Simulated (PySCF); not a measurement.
# Level sweep

Compound: maleic anhydride, C4H2O3.
InChI=1S/C4H2O3/c5-3-1-2-4(6)7-3/h1-2H

PySCF, dipoles from the SCF density, polarisabilities from static response with core orbitals frozen. Isolated species at its PBE0-D3(BJ)/def2-SVP geometry, gas phase.

Reference dipole: 4.141 D (measured, gas; NIST CCCBDB Release 22 (SRD 101), experimental dipoles). The anisotropy is √(½[(α1 − α2)² + (α2 − α3)² + (α3 − α1)²]).

```json
{"level": "LDA/def2-SVPD", "μ (D)": "4.068", "error (%)": "-1.8", "α (au)": "55.85", "anisotropy (au)": "41.77"}
{"level": "PBE/def2-SVPD", "μ (D)": "3.969", "error (%)": "-4.2", "α (au)": "55.81", "anisotropy (au)": "42.10"}
{"level": "B3LYP/def2-SVPD", "μ (D)": "4.222", "error (%)": "+2.0", "α (au)": "54.37", "anisotropy (au)": "41.03"}
{"level": "PBE0/def2-SVPD", "μ (D)": "4.202", "error (%)": "+1.5", "α (au)": "53.69", "anisotropy (au)": "40.41"}
{"level": "BHandHLYP/def2-SVPD", "μ (D)": "4.476", "error (%)": "+8.1", "α (au)": "52.46", "anisotropy (au)": "39.68"}
{"level": "CAM-B3LYP/def2-SVPD", "μ (D)": "4.326", "error (%)": "+4.5", "α (au)": "53.61", "anisotropy (au)": "40.34"}
{"level": "wB97X-D/def2-SVPD", "μ (D)": "4.272", "error (%)": "+3.2", "α (au)": "53.70", "anisotropy (au)": "39.93"}
{"level": "LC-wPBE/def2-SVPD", "μ (D)": "4.273", "error (%)": "+3.2", "α (au)": "52.54", "anisotropy (au)": "39.54"}
{"level": "HF/def2-SVPD", "μ (D)": "4.779", "error (%)": "+15.4", "α (au)": "50.86", "anisotropy (au)": "38.65"}
{"level": "PBE0/6-31G*", "μ (D)": "4.025", "error (%)": "-2.8", "α (au)": "43.56", "anisotropy (au)": "43.69"}
{"level": "PBE0/def2-SVP", "μ (D)": "4.031", "error (%)": "-2.7", "α (au)": "44.20", "anisotropy (au)": "41.62"}
{"level": "PBE0/6-31+G*", "μ (D)": "4.297", "error (%)": "+3.8", "α (au)": "51.57", "anisotropy (au)": "43.92"}
{"level": "PBE0/aug-cc-pVDZ", "μ (D)": "4.163", "error (%)": "+0.5", "α (au)": "54.25", "anisotropy (au)": "40.84"}
{"level": "PBE0/def2-TZVP", "μ (D)": "4.118", "error (%)": "-0.6", "α (au)": "51.08", "anisotropy (au)": "41.22"}
{"level": "PBE0/def2-TZVPD", "μ (D)": "4.142", "error (%)": "0.0", "α (au)": "54.49", "anisotropy (au)": "40.41"}
```

For the dipole, the smallest error is 0.0% (PBE0/def2-TZVPD) and the largest 15.4% (HF/def2-SVPD). The dipole runs from 3.97 D (PBE/def2-SVPD) to 4.78 D (HF/def2-SVPD). No reference polarisability is at hand; against PBE0 in the largest diffuse basis at hand (def2-TZVPD) the other PBE0 rows deviate by 6-31G* -20%, def2-SVP -19%, 6-31+G* -5%, def2-SVPD -1%, aug-cc-pVDZ 0%, def2-TZVP -6%. In one basis (def2-SVPD) the functionals order the polarisability from HF (lowest) to LDA (highest), a spread of 10%. With PBE0 the polarisability is 46.28 au without diffuse functions (mean of 6-31G*, def2-SVP and def2-TZVP) and 53.50 au with them (mean of 6-31+G*, def2-SVPD, aug-cc-pVDZ and def2-TZVPD). Measured values can belong to vibrating molecules; the computed ones are for one fixed geometry.
